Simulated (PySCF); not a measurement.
C₄H₁₀O.
Bonds: C1–C2, C2–C3, C2–C4, C2–O5. Hydrogens: H6, H7, H8 on C1; H9, H10, H11 on C3; H12, H13, H14 on C4; H15 on O5.

The same species was optimised twice, with GFN2-xTB and with PBE0-D3(BJ)/def2-SVP (PySCF), and the same property calculations (PySCF, gas phase) were run on both structures.

```json
{"coordinate": "C1–H6 (Å)", "GFN2-xTB": "1.086", "PBE0-D3(BJ)/def2-SVP": "1.101", "change": "+0.015"}
{"coordinate": "C3–H10 (Å)", "GFN2-xTB": "1.086", "PBE0-D3(BJ)/def2-SVP": "1.101", "change": "+0.015"}
{"coordinate": "C4–H12 (Å)", "GFN2-xTB": "1.086", "PBE0-D3(BJ)/def2-SVP": "1.100", "change": "+0.014"}
{"coordinate": "C1–H8 (Å)", "GFN2-xTB": "1.089", "PBE0-D3(BJ)/def2-SVP": "1.103", "change": "+0.014"}
{"coordinate": "C3–H11 (Å)", "GFN2-xTB": "1.089", "PBE0-D3(BJ)/def2-SVP": "1.103", "change": "+0.014"}
{"coordinate": "C4–H14 (Å)", "GFN2-xTB": "1.086", "PBE0-D3(BJ)/def2-SVP": "1.100", "change": "+0.014"}
{"coordinate": "C4–H13 (Å)", "GFN2-xTB": "1.087", "PBE0-D3(BJ)/def2-SVP": "1.100", "change": "+0.013"}
{"coordinate": "C3–H9 (Å)", "GFN2-xTB": "1.087", "PBE0-D3(BJ)/def2-SVP": "1.100", "change": "+0.013"}
{"coordinate": "C1–H7 (Å)", "GFN2-xTB": "1.088", "PBE0-D3(BJ)/def2-SVP": "1.100", "change": "+0.012"}
{"coordinate": "C2–C4 (Å)", "GFN2-xTB": "1.528", "PBE0-D3(BJ)/def2-SVP": "1.522", "change": "-0.006"}
{"coordinate": "C2–C3 (Å)", "GFN2-xTB": "1.533", "PBE0-D3(BJ)/def2-SVP": "1.528", "change": "-0.005"}
{"coordinate": "C1–C2 (Å)", "GFN2-xTB": "1.534", "PBE0-D3(BJ)/def2-SVP": "1.528", "change": "-0.006"}
{"coordinate": "C2–O5 (Å)", "GFN2-xTB": "1.420", "PBE0-D3(BJ)/def2-SVP": "1.419", "change": "-0.001"}
{"coordinate": "O5–H15 (Å)", "GFN2-xTB": "0.963", "PBE0-D3(BJ)/def2-SVP": "0.963", "change": "0.000"}
{"coordinate": "C2–C3–H10 (°)", "GFN2-xTB": "110.4", "PBE0-D3(BJ)/def2-SVP": "111.7", "change": "+1.3"}
{"coordinate": "C2–C1–H6 (°)", "GFN2-xTB": "110.4", "PBE0-D3(BJ)/def2-SVP": "111.7", "change": "+1.3"}
{"coordinate": "C2–O5–H15 (°)", "GFN2-xTB": "108.6", "PBE0-D3(BJ)/def2-SVP": "107.6", "change": "-1.0"}
{"coordinate": "H10–C3–H11 (°)", "GFN2-xTB": "108.6", "PBE0-D3(BJ)/def2-SVP": "107.6", "change": "-1.0"}
{"coordinate": "H6–C1–H8 (°)", "GFN2-xTB": "108.5", "PBE0-D3(BJ)/def2-SVP": "107.6", "change": "-0.9"}
{"coordinate": "C1–C2–C3 (°)", "GFN2-xTB": "110.0", "PBE0-D3(BJ)/def2-SVP": "110.7", "change": "+0.7"}
{"coordinate": "C4–C2–O5 (°)", "GFN2-xTB": "106.0", "PBE0-D3(BJ)/def2-SVP": "105.3", "change": "-0.7"}
{"coordinate": "C2–C4–H12 (°)", "GFN2-xTB": "110.5", "PBE0-D3(BJ)/def2-SVP": "111.2", "change": "+0.7"}
```

Rotational constants: A = 4729, B = 4691, C = 4537 MHz (GFN2-xTB) against A = 4745, B = 4721, C = 4526 MHz (PBE0-D3(BJ)/def2-SVP). Point groups within 0.08 Å: Cs and Cs. Atoms that the bonding makes alike are paired by their places after alignment.

On the GFN2-xTB structure: HOMO (eV) -7.66 [PBE0/pcSseg-1]; LUMO (eV) 1.14 [PBE0/pcSseg-1]; dipole (D) 1.55 [PBE0/pcSseg-1]; GIAO shielding of C1/C3/C4 (mean) (ppm) 153.8 [PBE0/pcSseg-1]; GIAO shielding of C2 (ppm) 116.3 [PBE0/pcSseg-1]; GIAO shielding of O5 (ppm) 240.0 [PBE0/pcSseg-1].

Task: What do these properties become on the PBE0-D3(BJ)/def2-SVP structure?

Result: 
```csv
property,level,on GFN2-xTB,on PBE0-D3(BJ)/def2-SVP,change
HOMO (eV),PBE0/pcSseg-1,-7.66,-7.70,-0.04
LUMO (eV),PBE0/pcSseg-1,1.14,1.11,-0.03
dipole (D),PBE0/pcSseg-1,1.55,1.57,+0.02
"energy, GFN2-xTB geometry as zero (kcal/mol)",PBE0/pcSseg-1,0.0,-0.4,-0.4
GIAO shielding of C1/C3/C4 (mean) (ppm),PBE0/pcSseg-1,153.8,151.8,-2.0
GIAO shielding of C2 (ppm),PBE0/pcSseg-1,116.3,117.6,+1.3
GIAO shielding of O5 (ppm),PBE0/pcSseg-1,240.0,236.8,-3.2
```

The heavy atoms differ by 0.008 Å rms after alignment (one structure mirrored). Among all bonds C1–H6, C1–H8, C3–H10, C3–H11, C4–H12 and C4–H14 change most and about equally (+0.014 to +0.015 Å). Changes are differences of the printed values. Neither structure is proved a minimum here.

Conformer computed: `[CH3:1][C:2]([CH3:3])([CH3:4])[OH:5]`: H–O5–C2–C1 -61°.
